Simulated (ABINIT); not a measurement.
Runs of ABINIT 10.8.3 (patched build) on HfO2. The structure is orthorhombic, space group P2_12_12 (No. 18). Conventional cell: a = 5.080 Å, b = 5.165 Å, c = 4.891 Å, α = 90.00°, β = 90.00°, γ = 90.00°. Around Hf (site symmetry 1) lie 7 O at 1.99 to 2.25 Å. Around O (site symmetry 1) lie 3 Hf at 1.99 to 2.25 Å. O (site symmetry 2) has 4 Hf at 2.13 to 2.15 Å as nearest neighbours. O (site symmetry 2) has 4 Hf at 2.16 to 2.18 Å as nearest neighbours. The cell comes from a database or a generator and needn't be the stable form of this composition.

```tsv
task	level	potentials or basis	cell	k mesh	cutoff (eV)	fine-grid cutoff	cell freedom (optcell)	cutoff smearing ecutsm (Ha)	optimiser (ionmov)	force stop (Ha/bohr)	mesh quality	gap on the mesh (eV)	pressure (GPa)	relaxed volume (Å³/atom)	largest force (eV/Å)
single point	PBE	JTH PAW PBE v2.0	as given	5 × 5 × 6	626	1224.51 eV	-	-	-	-	not flagged	3.84	6.9	-	(a)
relaxation of cell and atoms	LDA	JTH PAW LDA v2.0	relaxed	3 × 3 × 4	626	1224.51 eV	2	0.5	22	0.0002	not flagged	(b)	0.0	(c)	0.01
relaxation of cell and atoms	PBEsol	JTH PAW PBE v2.0	relaxed	2 × 2 × 3	626	1224.51 eV	2	0.5	22	0.0005	coarse	3.90	0.0	10.66	0.02
band structure	r2SCAN	JTH PAW PBE v2.0	as given	3 × 3 × 4	762	1360.57 eV	-	-	-	-	not flagged	4.36	0.3	-	0.04
```

Alike in all rows: no spin polarisation; smearing fermi-dirac 0.05 eV.

Question: Fill in the values left out.

Answer: (a) 0.14; (b) 3.71; (c) 10.34.

Caveats: some runs use coarse meshes; spin-orbit coupling is left out, which moves the levels of the heavy elements; the atomic spheres overlap; an odd mesh through Γ misses points on the zone boundary, where band edges often lie (some runs); the PAW data sets were made with another functional, which shifts forces and pressure a little (some runs).

A k mesh can miss the band edges, and the runs leave out spin-orbit coupling on Hf.
